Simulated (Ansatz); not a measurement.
Runs of Ansatz 0.2.0 on NbP. It takes space group I4_1md (No. 109, tetragonal). Conventional cell: a = 3.350 Å, b = 3.350 Å, c = 11.480 Å, α = 90.00°, β = 90.00°, γ = 90.00°. Nb (site symmetry 2mm) is surrounded by 6 P at 2.55 Å. P (site symmetry 2mm) is surrounded by 6 Nb at 2.55 Å. The cell is a database's computed one.

| cell | target pressure (GPa) | gap on the mesh (eV) | pressure (GPa) |
| --- | --- | --- | --- |
| relaxed to 5 GPa | 5 | 0.04 | 5.0 |
| relaxed to 10 GPa | 10 | (b) | 10.0 |
| relaxed to 2 GPa | 2 | 0.05 | 2.0 |
| relaxed to 30 GPa | 30 | (a) | 30.0 |
| relaxed | 0 | 0.06 | 0.0 |

Alike in all rows: task relaxation of cell and atoms; level PBEsol; potentials or basis Ansatz PAW; no spin polarisation; k mesh 11 × 11 × 11; cutoff (eV) 420; smearing fermi-dirac 0.05 eV.

Task: Estimate the missing entries.

Result: (a) none; (b) 0.03.

Caveats: the plane-wave basis is chosen anew once the cell has moved, so the energies of steps on either side of that aren't comparable; the PAW data sets come from PBE, with cores solved anew for the run's functional, which leaves a small shift of forces and pressure; odd divisions of the mesh miss points on the zone boundary, where band edges often lie, so the gap on the mesh can be too wide (some runs).

A k mesh can miss the band edges, and the runs leave out spin-orbit coupling on Nb.

Runs at the PBE level aren't shown here.
